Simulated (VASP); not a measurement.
# BN (Pnma) in VASP: further runs

Runs on BN. Level: LDA. Tasks: single point.

Program: VASP 6.6.1. These are calculated values, not measurements. Logs are shortened: lines on timing, memory, paths and dates and some standing lists are left out, and cuts for length are marked.

## Step 1: The undisturbed crystal

The structure is orthorhombic, space group Pnma (No. 62). The conventional cell has a = 4.880 Å, b = 2.591 Å, c = 4.292 Å, α = 90.00°, β = 90.00°, γ = 90.00°. Around N (site symmetry m) lie 4 B at 1.51 to 1.65 Å. B (site symmetry m) has 4 N at 1.51 to 1.65 Å as nearest neighbours.

Measurements of this composition are mostly on another form, of space group No. 194.

## Step 2: Single point, LDA

Input file INCAR:

```
PREC = Accurate
ENCUT = 460
EDIFF = 1E-7
ISMEAR = 0
SIGMA = 0.05
LREAL = F
LASPH = T
NELM = 100
ALGO = Normal
ISIF = 2
LWAVE = F
LCHARG = F
GGA = CA
NBANDS = 26
ADDGRID = F
```

Input file KPOINTS:

```
Automatic mesh
0
Gamma
  6 11 7
```

Input file POSCAR:

```
BN
1.0
    4.8800890000      0.0000000000      0.0000000000
    0.0000000000      2.5914640000      0.0000000000
    0.0000000000      0.0000000000      4.2920490000
N B
4 4
Direct
    0.3126810000      0.7789050000      0.1007580000
    0.6862050000      0.2199960000      0.9104900000
    0.1885540000      0.2516410000      0.5901280000
    0.8143530000      0.7609560000      0.4059790000
    0.3484130000      0.2497860000      0.9057480000
    0.1724810000      0.7260260000      0.4021060000
    0.8489350000      0.2255820000      0.5905950000
    0.6397780000      0.7695720000      0.0911510000
```

Potentials or basis: VASP PAW LDA potentials, release 64 (N, B).

The run is started by

```sh
$ cat potpaw_LDA.64/N/POTCAR potpaw_LDA.64/B/POTCAR > POTCAR
$ mpirun -np 1 vasp_std > vasp.out
```

OUTCAR:

```text
PREC = Accurate
   ENCUT = 460
   EDIFF = 1E-7
   ISMEAR = 0
   LREAL = F
   LASPH = T
   NELM = 100
   ISIF = 2
   GGA = CA

 Found    232 irreducible k-points:

 Following reciprocal coordinates:
            Coordinates               Weight
  0.000000  0.000000  0.000000      1.000000
  0.166667  0.000000  0.000000      2.000000
  0.333333  0.000000  0.000000      2.000000
  0.500000  0.000000  0.000000      1.000000
  0.000000  0.090909  0.000000      2.000000
  0.166667  0.090909  0.000000      2.000000
   k-points           NKPTS =    232   k-points in BZ     NKDIM =    232   number of bands    NBANDS=     26
   number of dos      NEDOS =    301   number of ions     NIONS =      8
   total plane-waves  NPLWV =  19440
   dimension x,y,z NGX =    36 NGY =   18 NGZ =   30
   dimension x,y,z NGXF=    72 NGYF=   36 NGZF=   60
   ions per type =               4   4
   NGX,Y,Z   is equivalent  to a cutoff of  12.26, 11.55, 11.62 a.u.
   NGXF,Y,Z  is equivalent  to a cutoff of  24.53, 23.09, 23.24 a.u.
 SYSTEM =  unknown system
   PREC   = accura    normal or accurate (medium, high low for compatibility)
   ISTART =      0    job   : 0-new  1-cont  2-samecut
   ICHARG =      2    charge: 1-file 2-atom 10-const
   ISPIN  =      1    spin polarized calculation?
   LNONCOLLINEAR =      F non collinear calculations
   LSORBIT =      F    spin-orbit coupling
   LASPH  =      T    aspherical Exc in radial PAW
   ENCUT  =  460.0 eV  33.81 Ry    5.81 a.u.   8.53  4.53  7.51*2*pi/ulx,y,z
   NELM   =    100;   NELMIN=  2; NELMDL= -5     # of ELM steps
   EDIFF  = 0.1E-06   stopping-criterion for ELM
   LREAL  =      F    real-space projection
   EDIFFG = 0.1E-05   stopping-criterion for IOM
   NSW    =      0    number of steps for IOM
   IBRION =     -1    ionic relax: 0-MD 1-quasi-New 2-CG
   NFREE  =      0    steps in history (QN), initial steepest desc. (CG)
   ISIF   =      2    stress and relaxation
   ISYM   =      2    0-nonsym 1-usesym 2-fastsym
   POTIM  = 0.5000    time-step for ionic-motion
   TEBEG  =    0.0;   TEEND  =   0.0 temperature during run
   PSTRESS=    0.0 pullay stress
   NELECT =      32.0000    total number of electrons
   NUPDOWN=      -1.0000    fix difference up-down
   EMIN   =  10.00;   EMAX   =-10.00  energy-range for DOS
   EFERMI =   0.00;   METHOD = LEGACY
   ISMEAR =     0;   SIGMA  =   0.05  broadening in eV -4-tet -1-fermi 0-gaus
   EFERMI_NEDOS =   21; number of points for ismear=-14 and -15
   IALGO  =     38    algorithm
   IMIX   =      4    mixing-type and parameters
     AMIX     =   0.40;   BMIX     =  1.00
     AMIX_MAG =   1.60;   BMIX_MAG =  1.00
  volume/ion in A,a.u.               =       6.78        45.79
  Fermi-wavevector in a.u.,A,eV,Ry     =   1.372711  2.594047 25.637923  1.884334
  Thomas-Fermi vector in A             =   2.498293
   LORBIT       =      0    0 simple, 1 ext, 2 COOP (PROOUT), +10 PAW based schemes
   GGA     = CA    functional components
   LHFCALC =     F    Hartree Fock is set to
   AEXX    =    0.0000 exact exchange contribution
   IVDW    =     0    specifies the selected vdW correction
   LEPSILON=     F    determine dielectric tensor
   LRPA    =     F    only Hartree local field effects (RPA)
 non-spin polarized calculation
 Gauss-broadening in eV      SIGMA  =   0.05
  energy-cutoff  :      460.00
  volume of cell :       54.28
 maximum number of plane-waves:      1241
 NGX is ok and might be reduce to    36
   NGX = 17   NGY =  9   NGZ = 15

 number of electron      31.9999997 magnetization

 Free energy of the ion-electron system (eV)
  ---------------------------------------------------
  ext. energy  EPLUGINS =         0.00000000
  ---------------------------------------------------
  free energy    TOTEN  =       -74.84151974 eV

  energy without entropy =      -74.84151974  energy(sigma->0) =      -74.84151974

 E-fermi :   6.0940     XC(G=0): -12.1738

 val. band max:        5.8031723652   @ k =   0.1667   0.0000   0.0000
 cond. band min:      10.9185129810   @ k =  -0.3333   0.0000   0.4286
 fundamental gap:      5.1153406157
 Fermi energy:         6.0940352095

 k-point     1 :       0.0000    0.0000    0.0000
  band No.  band energies     occupation
      1     -14.0531      2.00000
      2     -11.4320      2.00000
      3     -10.4054      2.00000
      4      -8.3419      2.00000
      5      -3.2202      2.00000
      6      -2.8645      2.00000
[... 18 lines left out ...]
     25      16.5902      0.00000
     26      17.6497      0.00000

 k-point     2 :       0.1667    0.0000    0.0000
  band No.  band energies     occupation
      1     -13.9602      2.00000
      2     -11.8177      2.00000
      3     -10.0576      2.00000
      4      -8.3945      2.00000
      5      -3.4614      2.00000
      6      -2.9627      2.00000
[... 18 lines left out ...]
     25      16.8472      0.00000
     26      17.0174      0.00000

 k-point     3 :       0.3333    0.0000    0.0000
  band No.  band energies     occupation
      1     -13.7036      2.00000
      2     -12.4267      2.00000
      3      -9.5357      2.00000
      4      -8.5608      2.00000
      5      -3.8035      2.00000
      6      -3.1663      2.00000
[... 18 lines left out ...]
     25      16.5751      0.00000
     26      16.9992      0.00000

 k-point     4 :       0.5000    0.0000    0.0000
  band No.  band energies     occupation
      1     -13.4726      2.00000
      2     -12.7900      2.00000
      3      -9.2308      2.00000
      4      -8.7329      2.00000
      5      -3.9184      2.00000
      6      -3.3062      2.00000
[... 18 lines left out ...]
     25      16.5992      0.00000
     26      16.8581      0.00000

 k-point     5 :       0.0000    0.0909    0.0000
  band No.  band energies     occupation
      1     -13.9284      2.00000
      2     -11.3256      2.00000
      3     -10.3134      2.00000
      4      -8.3001      2.00000
      5      -3.1593      2.00000
      6      -2.7967      2.00000
[... 18 lines left out ...]
     25      16.7948      0.00000
     26      17.6397      0.00000

 k-point     6 :       0.1667    0.0909    0.0000
  band No.  band energies     occupation
      1     -13.8359      2.00000
      2     -11.7084      2.00000
      3      -9.9691      2.00000
      4      -8.3527      2.00000
      5      -3.4005      2.00000
      6      -2.8714      2.00000
[... 18 lines left out ...]
     25      16.4230      0.00000
     26      17.5268      0.00000

 [... further k-points ...]

------------------------ aborting loop because EDIFF is reached ----------------------------------------

  FORCE on cell =-STRESS in cart. coord.  units (eV):
  Direction    XX          YY          ZZ          XY          YZ          ZX
  --------------------------------------------------------------------------------------
  -------------------------------------------------------------------------------------
  Total       -4.9530294     -1.1409635     -2.1409654      1.2953954     -2.0106040     -0.7195173
  in kB     -146.1988300    -33.6778789    -63.1949889     38.2362552    -59.3471046    -21.2380295
  external PRESSURE =     -81.0238993 kB  Pullay stress =       0.0000000 kB

 VOLUME and BASIS-vectors are now :
 -----------------------------------------------------------------------------
  energy-cutoff  :      460.00
  volume of cell :       54.28
      direct lattice vectors                 reciprocal lattice vectors
     4.880089000  0.000000000  0.000000000     0.204914296  0.000000000  0.000000000
     0.000000000  2.591464000  0.000000000     0.000000000  0.385882266  0.000000000
     0.000000000  0.000000000  4.292049000     0.000000000  0.000000000  0.232988952

 POSITION                                       TOTAL-FORCE (eV/Angst)
 -----------------------------------------------------------------------------------
      1.52591      2.01850      0.43246         0.670585     -2.356151     -0.612560
      3.34874      0.57011      3.90787        -0.401585      3.492955     -2.454753
      0.92016      0.65212      2.53286         0.519538     -1.319849      1.833706
      3.97412      1.97199      1.74248        -0.194912     -2.432387     -1.450861
      1.70029      0.64731      3.88751        -0.849960      1.284221     -1.247126
      0.84172      1.88147      1.72586        -1.388340      2.157636      0.015945
      4.14288      0.58459      2.53486        -0.669486      2.095522      1.303783
      3.12217      1.99432      0.39122         2.314159     -2.921947      2.611867
 -----------------------------------------------------------------------------------
    total drift:                                0.000092     -0.000125      0.000028

  FREE ENERGIE OF THE ION-ELECTRON SYSTEM (eV)
  ---------------------------------------------------
  free  energy   TOTEN  =       -74.8415197429 eV

  energy  without entropy=      -74.8415197429  energy(sigma->0) =      -74.84151974
```

Wall time 2.7 min (1 thread of Intel Xeon Platinum 8259CL at 2.50GHz (Skylake/Cascade Lake), shared host); peak memory 0.28 GiB.

The run converged, but some of its settings lie outside the range that counts as converged, so its numbers aren't taken as properties of the crystal.

What came out:

- Free energy: -74.8415 eV
- Pressure: -8.1 GPa
- Largest force: 4.551 eV/Å
- Band gap on the k mesh: 5.12 eV, indirect (least direct gap 5.53 eV)

Caveat: the cutoff is under 1.25 times the usual one of these potentials, so pressure, stress and relaxed cells hold a basis-set (Pulay) error; an odd mesh through Γ misses points on the zone boundary, where band edges often lie.

## Step 3: Single point, LDA

Input file INCAR:

```
PREC = Accurate
ENCUT = 520
EDIFF = 1E-7
ISMEAR = 0
SIGMA = 0.05
LREAL = False
LASPH = True
NELM = 100
ALGO = Normal
ISIF = 2
LWAVE = False
LCHARG = False
NBANDS = 26
ADDGRID = False
```

Input file KPOINTS:

```
Automatic mesh
0
Gamma
  3 5 3
```

POSCAR is that of step 2.

Potentials or basis: VASP PAW LDA potentials, release 64 (N, B).

The run is started by

```sh
$ cat potpaw_LDA.64/N/POTCAR potpaw_LDA.64/B/POTCAR > POTCAR
$ mpirun -np 1 vasp_std > vasp.out
```

OUTCAR:

```text
PREC = Accurate
   ENCUT = 520
   EDIFF = 1E-7
   ISMEAR = 0
   LREAL = False
   LASPH = True
   NELM = 100
   ISIF = 2

 Found     23 irreducible k-points:

 Following reciprocal coordinates:
            Coordinates               Weight
  0.000000  0.000000  0.000000      1.000000
  0.333333  0.000000  0.000000      2.000000
  0.000000  0.200000  0.000000      2.000000
  0.333333  0.200000  0.000000      2.000000
 -0.333333  0.200000  0.000000      2.000000
  0.000000  0.400000  0.000000      2.000000
   k-points           NKPTS =     23   k-points in BZ     NKDIM =     23   number of bands    NBANDS=     26
   number of dos      NEDOS =    301   number of ions     NIONS =      8
   total plane-waves  NPLWV =  23040
   dimension x,y,z NGX =    36 NGY =   20 NGZ =   32
   dimension x,y,z NGXF=    72 NGYF=   40 NGZF=   64
   ions per type =               4   4
   NGX,Y,Z   is equivalent  to a cutoff of  12.26, 12.83, 12.39 a.u.
   NGXF,Y,Z  is equivalent  to a cutoff of  24.53, 25.66, 24.79 a.u.
 SYSTEM =  unknown system
   PREC   = accura    normal or accurate (medium, high low for compatibility)
[... 63 lines left out ...]

 k-point     1 :       0.0000    0.0000    0.0000
  band No.  band energies     occupation
      1     -14.0519      2.00000
      2     -11.4305      2.00000
      3     -10.4041      2.00000
      4      -8.3405      2.00000
      5      -3.2190      2.00000
      6      -2.8635      2.00000
[... 163 lines left out ...]
     25      18.3297      0.00000
     26      18.7767      0.00000

 [... further k-points ...]

------------------------ aborting loop because EDIFF is reached ----------------------------------------

  FORCE on cell =-STRESS in cart. coord.  units (eV):
  Direction    XX          YY          ZZ          XY          YZ          ZX
  --------------------------------------------------------------------------------------
  -------------------------------------------------------------------------------------
  Total       -4.6629640     -0.8079643     -1.8906434      1.2847898     -2.0086106     -0.7145807
  in kB     -137.6369522    -23.8487249    -55.8062193     37.9232081    -59.2882659    -21.0923151
  external PRESSURE =     -72.4306321 kB  Pullay stress =       0.0000000 kB

 VOLUME and BASIS-vectors are now :
 -----------------------------------------------------------------------------
  energy-cutoff  :      520.00
  volume of cell :       54.28
      direct lattice vectors                 reciprocal lattice vectors
     4.880089000  0.000000000  0.000000000     0.204914296  0.000000000  0.000000000
     0.000000000  2.591464000  0.000000000     0.000000000  0.385882266  0.000000000
     0.000000000  0.000000000  4.292049000     0.000000000  0.000000000  0.232988952

 POSITION                                       TOTAL-FORCE (eV/Angst)
 -----------------------------------------------------------------------------------
      1.52591      2.01850      0.43246         0.678294     -2.347320     -0.620393
      3.34874      0.57011      3.90787        -0.412151      3.484566     -2.439116
      0.92016      0.65212      2.53286         0.513485     -1.323901      1.818539
      3.97412      1.97199      1.74248        -0.186932     -2.432507     -1.434731
      1.70029      0.64731      3.88751        -0.848000      1.286008     -1.238441
      0.84172      1.88147      1.72586        -1.387569      2.159038      0.024099
      4.14288      0.58459      2.53486        -0.669407      2.098014      1.289936
      3.12217      1.99432      0.39122         2.312280     -2.923898      2.600109
 -----------------------------------------------------------------------------------
    total drift:                                0.000127     -0.000027     -0.000024

  FREE ENERGIE OF THE ION-ELECTRON SYSTEM (eV)
  ---------------------------------------------------
  free  energy   TOTEN  =       -74.8279402171 eV

  energy  without entropy=      -74.8279402171  energy(sigma->0) =      -74.82794022
```

stdout:

```text
POSCAR found type information on POSCAR N B
 POSCAR found :  2 types and       8 ions
 scaLAPACK will be used
 LDA part: xc-table for (Slater(with rela. corr.)+CA(PZ))
 , standard interpolation
 POSCAR, INCAR and KPOINTS ok, starting setup
 FFT: planning ... GRIDC
 FFT: planning ... GRID_SOFT
 FFT: planning ... GRID
 WAVECAR not read
 entering main loop
```

Run time: 20 s. Hardware: 1 thread of Intel Xeon Platinum 8259CL at 2.50GHz (Skylake/Cascade Lake), shared host; peak memory 0.15 GiB.

These settings aren't checked as converged: the numbers below hold their error.

Results:

```yaml
Free_energy: -74.8279 eV
Pressure: -7.2 GPa
Largest_force: 4.545 eV/Å
Band_gap_on_the_k_mesh: 5.27 eV, indirect (least direct gap 5.62 eV)
```

Caveat: the k mesh is coarse (spacing up to 0.49 Å⁻¹), so the values aren't converged; an odd mesh through Γ misses points on the zone boundary, where band edges often lie.

## Step 4: Single point, LDA

INCAR, as its differences from that of step 3:

```diff
@@ -1,3 +1,3 @@
 PREC = Accurate
-ENCUT = 520
+ENCUT = 650
 EDIFF = 1E-7
```

Input file KPOINTS:

```
Automatic mesh
0
Gamma
  5 9 6
```

POSCAR is that of step 3.

The run is started by

```sh
$ cat potpaw_LDA.64/N/POTCAR potpaw_LDA.64/B/POTCAR > POTCAR
$ mpirun -np 1 vasp_std > vasp.out
```

It took 3 min on 1 thread of Intel Xeon Platinum 8259CL at 2.50GHz (Skylake/Cascade Lake), shared host; peak memory 0.3 GiB.

The run converged, but some of its settings lie outside the range that counts as converged, so its numbers aren't taken as properties of the crystal.

What came out:

```
Free energy            : -74.8513 eV
Pressure               : -7.5 GPa
Largest force          : 4.546 eV/Å
Band gap on the k mesh : 5.11 eV, indirect (least direct gap 5.53 eV)
```

Caveat: an odd mesh through Γ misses points on the zone boundary, where band edges often lie.

## Step 5: Single point, LDA

INCAR, as its differences from that of step 4:

```diff
@@ -1,3 +1,3 @@
 PREC = Accurate
-ENCUT = 650
+ENCUT = 900
 EDIFF = 1E-7
```

KPOINTS is that of step 4.

POSCAR is that of step 4.

The run is started by

```sh
$ cat potpaw_LDA.64/N/POTCAR potpaw_LDA.64/B/POTCAR > POTCAR
$ mpirun -np 1 vasp_std > vasp.out
```

It took 4.5 min on 1 thread of Intel Xeon Platinum 8259CL at 2.50GHz (Skylake/Cascade Lake), shared host; peak memory 0.41 GiB.

These settings aren't checked as converged: the numbers below hold their error.

Results:

- Free energy: -74.8654 eV
- Pressure: -7.2 GPa
- Largest force: 4.543 eV/Å
- Band gap on the k mesh: 5.11 eV, indirect (least direct gap 5.53 eV)

Caveat: an odd mesh through Γ misses points on the zone boundary, where band edges often lie.

## Step 6: For comparison

An earlier run on the cell as given: functional PBE; potentials or basis VASP PAW PBE potentials, release 64 (N, B); cutoff 520 eV; k mesh 6 × 10 × 6; occupations fermi-dirac, width 0.05 eV; no spin polarisation.

* Pressure: 0.0 GPa
* Largest force: 0.068 eV/Å
* Band gap on the k mesh: 5.67 eV, indirect (least direct gap 6.26 eV)
